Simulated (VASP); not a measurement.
**A VASP 6.6.1 single-point calculation on HgSe**

INCAR

```
LWAVE = .FALSE.
EDIFF = 1E-7
NSW = 0
NBANDS = 16
NELM = 120
ISMEAR = -1
LASPH = .TRUE.
LCHARG = .FALSE.
GGA = PE
LREAL = .FALSE.
ENCUT = 520
SIGMA = 0.02
PREC = Normal
ISIF = 2
MAXMIX = 10
IBRION = -1
```

KPOINTS

```
KPOINTS created by Atomic Simulation Environment
0
Gamma
8 8 8
0 0 0
```

POSCAR

```
Hg Se
 1.0000000000000000
     0.0000000000000000    2.9689584933000002    2.9689584933000002
     2.9689584933000002    0.0000000000000000    2.9689584933000002
     2.9689584933000002    2.9689584933000002    0.0000000000000000
 Hg  Se
   1   1
Cartesian
  0.0000000000000000  0.0000000000000000  0.0000000000000000
  1.4844792466499999  1.4844792466499999  1.4844792466499999
```

The recommended PBE PAW datasets give the neutral cell 18 valence electrons.

Command

```
mpirun -np 1 vasp_std
```

Problem. Predict the outcome of this run.

Solution. It converged. Results: gap between bands v and c on the k mesh 0.00 eV; least direct gap on the k mesh 0.00 eV; pressure 10.5 GPa. Band v is the last that the valence electrons fill when counted band by band, and c is the next.

OSZICAR

```
N       E                     dE             d eps       ncg     rms          rms(c)
DAV:   1     0.111675335227E+03    0.11168E+03   -0.87311E+03   952   0.101E+03
DAV:   2    -0.319469154967E+00   -0.11199E+03   -0.10443E+03  1136   0.243E+02
DAV:   3    -0.412998825763E+01   -0.38105E+01   -0.38030E+01  1112   0.461E+01
DAV:   4    -0.414449350895E+01   -0.14505E-01   -0.14505E-01  1184   0.288E+00
DAV:   5    -0.414456936190E+01   -0.75853E-04   -0.75853E-04  1144   0.185E-01    0.962E+00
DAV:   6    -0.384386009565E+01    0.30071E+00   -0.48369E-01  1360   0.102E+01    0.721E+00
DAV:   7    -0.382925144969E+01    0.14609E-01   -0.13823E-01  1080   0.275E+00    0.282E+00
DAV:   8    -0.382809286031E+01    0.11586E-02   -0.19115E-02  1112   0.173E+00    0.229E-01
DAV:   9    -0.382791974444E+01    0.17312E-03   -0.16432E-03  1128   0.575E-01    0.910E-02
DAV:  10    -0.382793314106E+01   -0.13397E-04   -0.12176E-04  1184   0.137E-01    0.295E-02
DAV:  11    -0.382794901279E+01   -0.15872E-04   -0.40534E-05  1088   0.635E-02    0.134E-02
DAV:  12    -0.382794758774E+01    0.14251E-05   -0.71999E-06  1064   0.397E-02    0.418E-03
DAV:  13    -0.382794777475E+01   -0.18700E-06   -0.12095E-06  1048   0.606E-03    0.226E-03
DAV:  14    -0.382794776191E+01    0.12833E-07   -0.10359E-07   976   0.346E-03
   1 F= -.38279478E+01 E0= -.38278729E+01  d E =-.149803E-03
```

For comparison, a separate PBE run of the intended cell, on usual settings and not on those above, gives a gap of 0.00 eV on its mesh and a pressure of 10.5 GPa.
